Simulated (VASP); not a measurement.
# Mn3Si (Fm-3m) in VASP: a series of runs, part 2 of 2

VASP 6.6.1. The steps go on from the part before.

### Step 4. Single point, r2SCAN, collinear spin, typed start

POSCAR reads:

```
Mn3Si
1.0
    0.0000000000      2.8610000000      2.8610000000
    2.8610000000      0.0000000000      2.8610000000
    2.8610000000      2.8610000000      0.0000000000
Mn Si
3 1
Direct
    0.5000000000      0.5000000000      0.5000000000
    0.2500000000      0.2500000000      0.2500000000
    0.7500000000      0.7500000000      0.7500000000
    0.0000000000      0.0000000000      0.0000000000
```

INCAR.step1 reads:

```
  ALGO = Normal
  EDIFF = 1E-4
  ENCUT = 520
  GGA = PE
  ISMEAR = -1
  ISPIN = 2
  LASPH = T
  LCHARG = F
  LMAXMIX = 4
  LREAL = F
  LWAVE = T
  MAGMOM = 2.957 2.957 2.956 0
  NBANDS = 34
  NELM = 150
  NUPDOWN = 8.87
  PREC = Accurate
  SIGMA = 0.1
```

INCAR.step2 reads:

```
  ALGO = Normal
  EDIFF = 1E-7
  ENCUT = 520
  ISIF = 2
  ISMEAR = -1
  ISPIN = 2
  ISTART = 1
  LASPH = T
  LCHARG = F
  LMAXMIX = 4
  LMIXTAU = T
  LORBIT = 11
  LREAL = F
  LWAVE = F
  MAGMOM = 2.957 2.957 2.956 0
  METAGGA = R2SCAN
  NBANDS = 34
  NELM = 150
  NUPDOWN = 8.87
  PREC = Accurate
  SIGMA = 0.1
```

KPOINTS reads:

```
k-points
0
Gamma
  7 7 7
```

Potentials or basis: VASP PAW PBE potentials, release 64 (Mn_pv, Si).

Launch:

```
$ cat potpaw_PBE.64/Mn_pv/POTCAR potpaw_PBE.64/Si/POTCAR > POTCAR
$ cp INCAR.step1 INCAR
$ mpirun -np 1 vasp_std > vasp.out
$ cp INCAR.step2 INCAR
$ mpirun -np 1 vasp_std > vasp.out
```

OUTCAR:

```text
EDIFF = 1E-7
   ENCUT = 520
   ISIF = 2
   ISMEAR = -1
   ISPIN = 2
   ISTART = 1
   LASPH = T
   LORBIT = 11
   LREAL = F
   METAGGA = R2SCAN
   NELM = 150
   NUPDOWN = 8.87
   PREC = Accurate

 ion  position               nearest neighbor table
   1  0.500  0.500  0.500-   2 2.48   2 2.48   2 2.48   3 2.48   3 2.48   3 2.48   3 2.48   2 2.48
                             4 2.86   4 2.86   4 2.86   4 2.86   4 2.86   4 2.86
   2  0.250  0.250  0.250-   4 2.48   4 2.48   4 2.48   1 2.48   1 2.48   1 2.48   4 2.48   1 2.48
                             3 2.86   3 2.86   3 2.86   3 2.86   3 2.86   3 2.86
   3  0.750  0.750  0.750-   1 2.48   1 2.48   1 2.48   4 2.48   4 2.48   4 2.48   4 2.48   1 2.48
                             2 2.86   2 2.86   2 2.86   2 2.86   2 2.86   2 2.86
   4  0.000  0.000  0.000-   3 2.48   3 2.48   3 2.48   2 2.48   2 2.48   2 2.48   3 2.48   2 2.48
                             1 2.86   1 2.86   1 2.86   1 2.86   1 2.86   1 2.86

  LATTYP: Found a face centered cubic cell.
 ALAT       =     5.7220000000

  Lattice vectors:

 A1 = (   0.0000000000,   2.8610000000,   2.8610000000)
 A2 = (   2.8610000000,   0.0000000000,   2.8610000000)
 A3 = (   2.8610000000,   2.8610000000,   0.0000000000)

Analysis of symmetry for initial positions (statically):
=====================================================================
 Subroutine PRICEL returns:
 Original cell was already a primitive cell.

 Routine SETGRP: Setting up the symmetry group for a
 face centered cubic supercell.

 Subroutine GETGRP returns: Found 48 space group operations
 (whereof 48 operations were pure point group operations)
 out of a pool of 48 trial point group operations.

The static configuration has the point symmetry O_h .

Analysis of symmetry for dynamics (positions and initial velocities):
=====================================================================
 Subroutine PRICEL returns:
 Original cell was already a primitive cell.

 Routine SETGRP: Setting up the symmetry group for a
 face centered cubic supercell.

 Subroutine GETGRP returns: Found 48 space group operations
 (whereof 48 operations were pure point group operations)
 out of a pool of 48 trial point group operations.

The dynamic configuration has the point symmetry O_h .

Analysis of structural, dynamic, and magnetic symmetry:
=====================================================================
 Subroutine PRICEL returns:
 Original cell was already a primitive cell.

 Routine SETGRP: Setting up the symmetry group for a
 face centered cubic supercell.

 Subroutine GETGRP returns: Found 24 space group operations
 (whereof 24 operations were pure point group operations)
 out of a pool of 48 trial point group operations.

The overall configuration has the point symmetry T_d .

 Subroutine INISYM returns: Found 24 space group operations
 (whereof 24 operations are pure point group operations),
 and found     1 'primitive' translations

----------------------------------------------------------------------------------------

                                     Primitive cell

  volume of cell :      46.8364

  direct lattice vectors                    reciprocal lattice vectors
     0.000000000  2.861000000  2.861000000    -0.174764069  0.174764069  0.174764069
[... 86 lines left out ...]
   LREAL  =      F    real-space projection
   EDIFFG = 0.1E-05   stopping-criterion for IOM
   NSW    =      0    number of steps for IOM
   IBRION =     -1    ionic relax: 0-MD 1-quasi-New 2-CG
   NFREE  =      0    steps in history (QN), initial steepest desc. (CG)
   ISIF   =      2    stress and relaxation
   ISYM   =      2    0-nonsym 1-usesym 2-fastsym
   POTIM  = 0.5000    time-step for ionic-motion
   TEBEG  =    0.0;   TEEND  =   0.0 temperature during run
   PSTRESS=    0.0 pullay stress
   NELECT =      43.0000    total number of electrons
   NUPDOWN=       8.8700    fix difference up-down
   EMIN   =  10.00;   EMAX   =-10.00  energy-range for DOS
   EFERMI =   0.00;   METHOD = LEGACY
   ISMEAR =    -1;   SIGMA  =   0.10  broadening in eV -4-tet -1-fermi 0-gaus
   EFERMI_NEDOS =   21; number of points for ismear=-14 and -15
   IALGO  =     38    algorithm
   IMIX   =      4    mixing-type and parameters
     AMIX     =   0.40;   BMIX     =  1.00
     AMIX_MAG =   1.60;   BMIX_MAG =  1.00
  volume/ion in A,a.u.               =      11.71        79.02
  Fermi-wavevector in a.u.,A,eV,Ry     =   1.591121  3.006782 34.445395  2.531665
  Thomas-Fermi vector in A             =   2.689710
   LORBIT       =     11    0 simple, 1 ext, 2 COOP (PROOUT), +10 PAW based schemes
   METAGGA = R2SCAN    functional components
   LHFCALC =     F    Hartree Fock is set to
   AEXX    =    0.0000 exact exchange contribution
   IVDW    =     0    specifies the selected vdW correction
   LEPSILON=     F    determine dielectric tensor
   LRPA    =     F    only Hartree local field effects (RPA)
 spin polarized calculation
  energy-cutoff  :      520.00
  volume of cell :       46.84
 maximum number of plane-waves:      1275
 NGX is ok and might be reduce to    30
   NGX = 15   NGY = 15   NGZ = 15

 number of electron      43.0000044 magnetization       8.8700012

 Free energy of the ion-electron system (eV)
  ---------------------------------------------------
  ext. energy  EPLUGINS =         0.00000000
  ---------------------------------------------------
  free energy    TOTEN  =       -53.20485838 eV

  energy without entropy =      -53.08791750  energy(sigma->0) =      -53.14638794

 E-fermi :  10.3809     XC(G=0): -14.1793

 val. band max:       10.6916417085   @ k =   0.4286   0.1429   0.0000
 cond. band min:      10.4038260360   @ k =   0.4286   0.2857   0.1429
 fundamental gap:     -0.2878156725
 Fermi energy:        10.7281555229

 spin component 1

 k-point     1 :       0.0000    0.0000    0.0000
  band No.  band energies     occupation
      1     -40.9047      1.00000
      2     -40.9047      1.00000
      3     -40.9045      1.00000
      4     -40.8685      1.00000
      5     -40.8685      1.00000
      6     -40.8684      1.00000
[... 709 lines left out ...]
     32      18.7613      0.00000
     33      21.6152      0.00000
 Fermi energy:        10.3809262012

 spin component 2

 k-point     1 :       0.0000    0.0000    0.0000
  band No.  band energies     occupation
      1     -36.6830      1.00000
      2     -36.6830      1.00000
      3     -36.6829      1.00000
      4     -36.6480      1.00000
      5     -36.6480      1.00000
      6     -36.6479      1.00000
[... 709 lines left out ...]
     32      20.2758      0.00000
     33      22.6583      0.00000
 [bands above 33 left out]

------------------------ aborting loop because EDIFF is reached ----------------------------------------

  FORCE on cell =-STRESS in cart. coord.  units (eV):
  Direction    XX          YY          ZZ          XY          YZ          ZX
  --------------------------------------------------------------------------------------
  -------------------------------------------------------------------------------------
  Total        4.6082810      4.6082810      4.6082810     -0.0000000      0.0000000     -0.0000000
  in kB      157.6398328    157.6398328    157.6398328     -0.0000000      0.0000000     -0.0000000
  external PRESSURE =     157.6398328 kB  Pullay stress =       0.0000000 kB

 VOLUME and BASIS-vectors are now :
 -----------------------------------------------------------------------------
  energy-cutoff  :      520.00
  volume of cell :       46.84
      direct lattice vectors                 reciprocal lattice vectors
     0.000000000  2.861000000  2.861000000    -0.174764069  0.174764069  0.174764069
     2.861000000  0.000000000  2.861000000     0.174764069 -0.174764069  0.174764069
     2.861000000  2.861000000  0.000000000     0.174764069  0.174764069 -0.174764069

 POSITION                                       TOTAL-FORCE (eV/Angst)
 -----------------------------------------------------------------------------------
      2.86100      2.86100      2.86100         0.000000      0.000000      0.000000
      1.43050      1.43050      1.43050         0.000000      0.000000      0.000000
      4.29150      4.29150      4.29150        -0.000000     -0.000000     -0.000000
      0.00000      0.00000      0.00000         0.000000      0.000000      0.000000
 -----------------------------------------------------------------------------------
    total drift:                               -0.000000     -0.000000     -0.000000

  FREE ENERGIE OF THE ION-ELECTRON SYSTEM (eV)
  ---------------------------------------------------
  free  energy   TOTEN  =       -53.2048583779 eV

  energy  without entropy=      -53.0879174989  energy(sigma->0) =      -53.14638794

 total charge

# of ion       s       p       d       tot
------------------------------------------
    1        0.393   6.302   5.220  11.915
    2        0.371   6.366   5.158  11.894
    3        0.371   6.366   5.158  11.894
    4        0.707   0.934   0.000   1.640
--------------------------------------------------
tot          1.842  19.967  15.535  37.344

 magnetization (x)

# of ion       s       p       d       tot
------------------------------------------
    1       -0.016   0.030   2.914   2.928
    2        0.007   0.002   3.001   3.010
    3        0.007   0.002   3.001   3.010
    4       -0.013  -0.099   0.000  -0.112
--------------------------------------------------
tot         -0.014  -0.065   8.916   8.837
```

Run time: 3.2 min. Hardware: 1 thread of AMD EPYC 9R45 (Zen 5), shared host; peak memory 0.19 GiB.

What came out:

```
Free energy                                           : -53.2049 eV
Pressure                                              : 15.8 GPa
Net moment                                            : 8.87 μB per cell
Site moments                                          : Mn +2.93, +3.01; Si -0.11 μB
Valence electrons inside the program's atomic spheres : Mn 11.91, 11.89; Si 1.64
```

Caveat: the PAW data sets were made with another functional, which shifts forces and pressure a little; the total moment is fixed, so each spin has its own Fermi level.

### Step 5. The runs side by side

```csv
fixed moment (μB),pressure (GPa),moment (μB)
-,-6.8,1.00
1.27,-7.7,1.27
8.87,15.8,8.87
```

Alike in all rows: task single point; level r2SCAN; potentials or basis VASP PAW PBE potentials, release 64 (Mn_pv, Si); spin collinear, typed start; cell as given; k mesh 7 × 7 × 7; cutoff (eV) 520; smearing fermi-dirac 0.1 eV.

Caveats: the PAW data sets were made with another functional, which shifts forces and pressure a little; the total moment is fixed, so each spin has its own Fermi level (some runs).

Absolute energies hang on the potentials; compare differences alone.
